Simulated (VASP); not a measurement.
# BeS in VASP: how settings move the PBE single point

The PBE single point of BeS built on the rocksalt prototype, under +4.0 % strain along x alone is repeated with altered inputs. Which of them can be trusted? This is a trial cell built on a prototype, not taken from a measured structure, and it needn't be the compound's ground state.

Code: VASP 6.6.1. PAW datasets, plane waves. Note: simulated data, non-magnetic, for a generated structure that need not be the stable one.

**1. The structure to begin with**

The cell comes from an earlier relaxation with r2SCAN in another program, then strained, with the atoms relaxed again.

It is tetragonal, I4/mmm (No. 139); conventional cell a = 3.277 Å, c = 4.820 Å, 12.94 Å³ an atom. Around Be lie 6 S at 2.32–2.41 Å; around S lie 6 Be at 2.32–2.41 Å.

Coordinates:

```cif
data_structure
_symmetry_space_group_name_H-M 'P 1'
_symmetry_Int_Tables_number 1
_cell_length_a 3.2772
_cell_length_b 3.3433
_cell_length_c 3.3433
_cell_angle_alpha 58.695
_cell_angle_beta 60.653
_cell_angle_gamma 60.653
_cell_volume 25.88
loop_
_atom_site_label
_atom_site_type_symbol
_atom_site_fract_x
_atom_site_fract_y
_atom_site_fract_z
_atom_site_occupancy
Be1 Be 0.00000 0.00000 0.00000 1
S1 S 0.50000 0.50000 0.50000 1
```

**2. The reference run**

File INCAR:

```
ENCUT = 520.000000
SIGMA = 0.020000
EDIFF = 1.00e-07
GGA = PE
PREC = Accurate
IBRION = -1
ISIF = 2
ISMEAR = -1
NBANDS = 11
NELM = 120
NSW = 0
LASPH = .TRUE.
LCHARG = .TRUE.
LELF = .TRUE.
LWAVE = .FALSE.
LREAL = .FALSE.
```

File KPOINTS:

```
KPOINTS created by Atomic Simulation Environment
0
Gamma
10 10 10
0 0 0
```

File POSCAR:

```
Be S
 1.0000000000000000
     0.0000000000000000    2.3172971968999998    2.3172971968999998
     2.4099890847999998    0.0000000000000000    2.3172971968999998
     2.4099890847999998    2.3172971968999998    0.0000000000000000
 Be  S
   1   1
Cartesian
  0.0000000000000000  0.0000000000000000  0.0000000000000000
  2.4099890847999998  2.3172971968999998  2.3172971968999998
```

A file KPOINTS_OPT adds named points for the levels; it doesn't enter the self-consistent loop.

Potentials: the recommended PBE PAW datasets, 8 valence electrons.

Run with:

```
> mpirun -np 1 vasp_std
```

**3. Altered input 1**

File INCAR:

```
ENCUT = 520.000000
SIGMA = 0.020000
EDIFF = 1.00e-07
GGA = PE
PREC = Accurate
IBRION = -1
ISIF = 2
ISMEAR = -1
NSW = 0
LASPH = .TRUE.
LCHARG = .FALSE.
LWAVE = .FALSE.
LREAL = .FALSE.
NBANDS = 8
NELM = 50
```

KPOINTS is that of step 2.

POSCAR is that of step 2.

**4. Altered input 2**

INCAR: that of step 2 with these lines changed.

```diff
@@ -9,8 +9,8 @@
 NBANDS = 11
-NELM = 120
 NSW = 0
 LASPH = .TRUE.
-LCHARG = .TRUE.
-LELF = .TRUE.
+LCHARG = .FALSE.
 LWAVE = .FALSE.
 LREAL = .FALSE.
+IVDW = 11
+NELM = 52
```

KPOINTS is that of step 2.

POSCAR is that of step 2.

**5. Altered input 3**

File INCAR:

```
ENCUT = 520.000000
SIGMA = 0.020000
EDIFF = 1.00e-07
GGA = PE
PREC = Accurate
IBRION = -1
ISIF = 2
ISMEAR = -1
NBANDS = 11
NSW = 0
LASPH = .TRUE.
LCHARG = .FALSE.
LWAVE = .FALSE.
LREAL = .TRUE.
NELM = 55
```

KPOINTS is that of step 2.

POSCAR is that of step 2.

Before running it: what results should come out? Wanted: for each run, changed; ending; energy change; pressure; electronic steps; usable.

**Answer**, as computed:

| run | changed | ending | energy change (meV/atom) | pressure (GPa) | gap on the mesh (eV; negative: overlap) | electronic steps | time | usable |
| --- | --- | --- | --- | --- | --- | --- | --- | --- |
| ref. | – | converged | 0 | -4.0 | 0.85 | 12 | 17 s | yes |
| 1 | NBANDS = 8, NELM = 50 | converged | 0.0 | -4.0 | 0.85 | 13 | 13 s | yes |
| 2 | IVDW = 11, NELM = 52 | converged | – | -6.2 | 0.85 | 12 | 17 s | yes |
| 3 | LREAL = .TRUE., NELM = 55 | converged | 1.5 | -3.5 | 0.85 | 12 | 28 s | no |

Of 3 altered inputs, 1 ended normally on a faulty or unsound input, 2 gave usable results.
